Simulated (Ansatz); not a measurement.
Write the native input for Ansatz 0.2.0 that does the following.

- Task: relaxation of cell and atoms
- Functional: RPBE
- Dispersion: D4
- Potentials or basis: Ansatz PAW
- Cutoff: 420 eV (not typed: the program's choice for these potentials)
- k mesh: 12 × 12 × 7
- Occupations: fermi-dirac, width 0.05 eV
- Spin: collinear spin, ferromagnetic start
- Starting moments: [1.0, 1.0] μB

Ni:

```
Ni
1.0
     2.44802    0.00000    0.00000
    -1.22401    2.12005    0.00000
     0.00000    0.00000    4.07281
Ni
2
Direct
  0.66667 0.33333 0.75000
  0.33333 0.66667 0.25000
```

This isn't the form of Ni at room conditions, which is fcc.

These files were run (other wordings do the same):

input.yaml

```yaml
crystal:
  lattice:
    - [2.4480228978, 0.0, 0.0]
    - [-1.2240114489, 2.1200500186, 0.0]
    - [0.0, 0.0, 4.07280757]
  atoms:
    - { symbol: Ni, position: [0.6666666667, 0.3333333333, 0.75], spin: 1.0 }
    - { symbol: Ni, position: [0.3333333333, 0.6666666667, 0.25], spin: 1.0 }
hamiltonian:
  xc: rpbe
  pseudopotentials: { kind: paw }
  dispersion: d4
magnetization:
  spin_polarized: true
kpoints:
  mp_grid: { grid: [12, 12, 7] }
scf:
  occupations: { method: fermi_dirac, width: 0.05 }
output:
  forces: true
  stress: true
  eigenvalues: true
relax:
  f_tol: 0.01
  max_steps: 40
  cell: { stress_tol: 0.05 }
```

Potentials or basis: Ansatz PAW.

Command:

```bash
$ ansatz run input.yaml --threads 2 --pin off --max-ram 5632MiB --backend cpu --events-out ev --progress --plain --runs-dir out
```

It gave:

```json
{
  "Relaxed volume": "10.55 Å³/atom",
  "Relaxed cell": "a = 2.459 Å, b = 2.459 Å, c = 4.029 Å, α = 90.00°, β = 90.00°, γ = 120.00°",
  "Space group after relaxing (to 0.05 Å)": "P6_3/mmc (No. 194)",
  "Energy gained by relaxing": "1.4 meV/atom",
  "Ionic steps": "6",
  "Pressure after relaxing": "0.0 GPa",
  "Band gap on the k mesh": "none (metal or under the smearing width)",
  "Net moment": "1.32 μB per cell",
  "Absolute moment": "1.51 μB per cell",
  "Site moments": "Ni +0.70 μB"
}
```

Caveat: the plane-wave basis is chosen anew once the cell has moved, so the energies of steps on either side of that aren't comparable; pairwise dispersion overbinds metals, which lowers pressure and volume; the PAW data sets come from PBE, with cores solved anew for the run's functional, which leaves a small shift of forces and pressure.

It took 28 s on 2 threads of Arm Neoverse N1 (shared host), peak memory 0.34 GiB.
